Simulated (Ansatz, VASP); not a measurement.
**Two plane-wave programs on Mo**

Contents of INCAR:

```
PREC = Accurate ; ENCUT = 520
EDIFF = 1E-6 ; ISMEAR = 1
SIGMA = 0.15 ; LREAL = F
LASPH = T ; NELM = 60
ALGO = Normal ; ISIF = 2
LWAVE = F ; LCHARG = T
GGA = PE ; LELF = T
LVHAR = T ; NBANDS = 13
```

File KPOINTS:

```
Automatic mesh
0
Gamma
  13 13 13
```

The input POSCAR:

```
Mo
1.0
   -1.5449306216      1.5449306216      1.5449306216
    1.5449306216     -1.5449306216      1.5449306216
    1.5449306216      1.5449306216     -1.5449306216
Mo
1
Direct
    0.0000000000      0.0000000000      0.0000000000
```

Input for Ansatz:

```yaml
crystal:
  lattice:
    - [-1.5449306215516923, 1.5449306215516923, 1.5449306215516923]
    - [1.5449306215516923, -1.5449306215516923, 1.5449306215516923]
    - [1.5449306215516923, 1.5449306215516923, -1.5449306215516923]
  atoms:
    - { symbol: Mo, position: [0.0, 0.0, 0.0] }
basis:
  ecutwfc: 500.0
kpoints:
  mp_grid:
    grid: [13, 13, 13]
hamiltonian:
  xc: pbe
scf:
  occupations:
    method: cold
    width: 0.15
output:
  stress: true
```

Alike in both runs: task single point; functional PBE; k mesh 13 × 13 × 13; no spin polarisation.

|  | VASP | Ansatz |
| --- | --- | --- |
| version | VASP 6.6.1 | Ansatz 0.2.0 |
| potentials or method | VASP PAW PBE potentials, release 64 (Mo_sv) | plane waves, PAW |
| plane-wave cutoff (eV) | 520 | 500 |
| occupations | methfessel-paxton of order 1, width 0.15 eV | cold, width 0.15 eV |
| valence electrons in the cell | 14 | 14 |

Ansatz gave:

* pressure (GPa): 20.0

Question: Which values does VASP return?

Answer: Pressure (GPa): 20.6.

Caveats: so large a pressure means that the cell lies far from this level's equilibrium, or that cutoff or potentials fall short (VASP).
